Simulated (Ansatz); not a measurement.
Ansatz input

```yaml
crystal:
  lattice:
    - [2.7776747849, 0.0, 0.0]
    - [-1.3888373925, 2.4055369272, 0.0]
    - [0.0, 0.0, 4.7788269243]
  atoms:
    - { symbol: Pt, position: [0.3333333333, 0.6666666667, 0.25] }
    - { symbol: Pt, position: [0.6666666667, 0.3333333333, 0.75] }
hamiltonian:
  xc: revpbe
  pseudopotentials:
    kind: paw
    azcp:
      Pt: "pseudopotentials/Pt.paw.azcp"
basis:
  ecutwfc: 420
  fft_grid_basis: typed
kpoints:
  mp_grid: { grid: [21, 21, 11], shift: [0, 0, 0] }
magnetization:
  spin_polarized: false
scf:
  occupations: { method: fermi_dirac, width: 0.1 }
```

Terminal output

```
Engine: ansatz 0.2.0, x86_64-unknown-linux-gnu
Pseudopotentials: kind: paw
Pseudopotential: Pt, paw, valence charge 18, recommended cutoff 420 eV (normal) 
Functional definition: revPBE
  parameter kappa = 1.245
  parameter beta = 0.06672455060314922
  exchange = pbe_x(kappa = kappa, mu = beta*pi^2/3)
  correlation = pbe_c(beta = beta)
Crystal: 2 atoms, lattice volume = 31.931 Å³
Basis set: ecut = 420 eV, 639 PW (Γ)
Bands: 22, of which v1, the nominal top of the filled ones, is band 18 counted from 1 (17 counted from 0)
Symmetry: 24 space group operations
Space group: P63/mmc (ITA 194), of the structure as read, at distance tolerance 3.2e-5 Å
k-points: 288 of 4851
Non-local potential: Pt, projectors of the file, l = 0: 3, l = 1: 2, l = 2: 2, l = 3: 1
PAW form: soft (Blöchl's): semilocal exchange-correlation on the pseudo side does not see the compensation charge
PAW frozen core: Pt, regenerated for the run's functional, and the local potential with it (the file was generated under x = pbe(κ = 0.804, μ = 0.2195149727645171), c = pbe(β = 0.06672455060314922))
PAW one-centre angular grid: Pt, 590 points (default); XC on 64 Gauss nodes
Initial density: superposition of atomic densities (neutral atoms: chi_scale 0, normalization atom), corrected by the library's trained network
Initial wavefunctions: pseudopotential atomic-orbital guess
Functional: x = revpbe(κ = 1.245, μ = 0.2195149727645171), c = pbe(β = 0.06672455060314922)
SCF iter   1: F=—  HF=-25065.585719 eV  |F-HF|=—  |Δ(HF+E_count)|=         —  Δρ=5.48e-3  dr2=2.93e-3  ethr=1.77e-3  ⟨swp⟩=4.8  Hψ=24086  notcnv=0
SCF iter   2: F=—  HF=-25065.588458 eV  |F-HF|=—  |Δ(HF+E_count)|=   2.74e-3  Δρ=2.81e-3  dr2=7.13e-4  ethr=8.15e-6  ⟨swp⟩=2.1  Hψ=11353  notcnv=0
SCF iter   3: F=—  HF=-25065.589152 eV  |F-HF|=—  |Δ(HF+E_count)|=   6.94e-4  Δρ=4.46e-4  dr2=2.03e-5  ethr=1.98e-6  ⟨swp⟩=2.1  Hψ=8838  notcnv=0
SCF iter   4: F=—  HF=-25065.589188 eV  |F-HF|=—  |Δ(HF+E_count)|=   3.62e-5  Δρ=6.36e-5  dr2=6.74e-7  ethr=5.65e-8  ⟨swp⟩=2.0  Hψ=9293  notcnv=0
SCF iter   5: F=—  HF=-25065.589188 eV  |F-HF|=—  |Δ(HF+E_count)|=   2.12e-7  Δρ=1.87e-5  dr2=1.07e-7  ethr=1.87e-9  ⟨swp⟩=2.7  Hψ=11232  notcnv=0
SCF iter   6: F=-25065.589188 eV  HF=-25065.589188 eV  |F-HF|=6.18e-11  |Δ(HF+E_count)|=   6.16e-9  Δρ=5.57e-6  dr2=9.04e-9  ethr=2.78e-10  ⟨swp⟩=2.0  Hψ=12134  notcnv=0
SCF 1 converged in 6 iterations: F = -25065.589188 eV  dr2 = 9.04e-9
SCF converged after 6 iterations
Free energy (F): -25065.589188 eV
Harris-Foulkes:  -25065.589188 eV  (|F-HF|=6.18e-11)
Internal energy: -25065.470682 eV  (E = F + TS)
E sigma→0 (E₀):  -25065.529935 eV
Entropy (-TS):   -0.118506 eV (-59.253 meV/atom)
Fermi energy:    21.729891 eV
--- Per-component energies (eV) ---
  E_band       = -306.250017
  E_kinetic    = 1273.275534
  E_local      = -3077.568408  (includes V_loc(G=0)·N_el)
  E_nonlocal   = 398.929459
  E_hartree    = 1139.450705
  E_xc         = -523.067434
  E_vxc        = -604.402835  (∫ρ·V_xc dr)
  E_paw        = -18927.201647  (= ΣΔE_a)
  E_vpaw       = -575.387554  (= ΣTr[D̂ρ^β])
  E_aug_tail   = 0.000443  (compensation charges beyond the density's cutoff)
  E_ewald      = -5349.235309
  E_core_change = -0.054026  (= ΣΔE_core)
  E_smearing   = -0.118506  (= −TS)
  E_closure    = 0.000000  (closes the sum)
  Σ components = -25065.589188   (vs F -25065.589188, Δ=0.00e0)
```
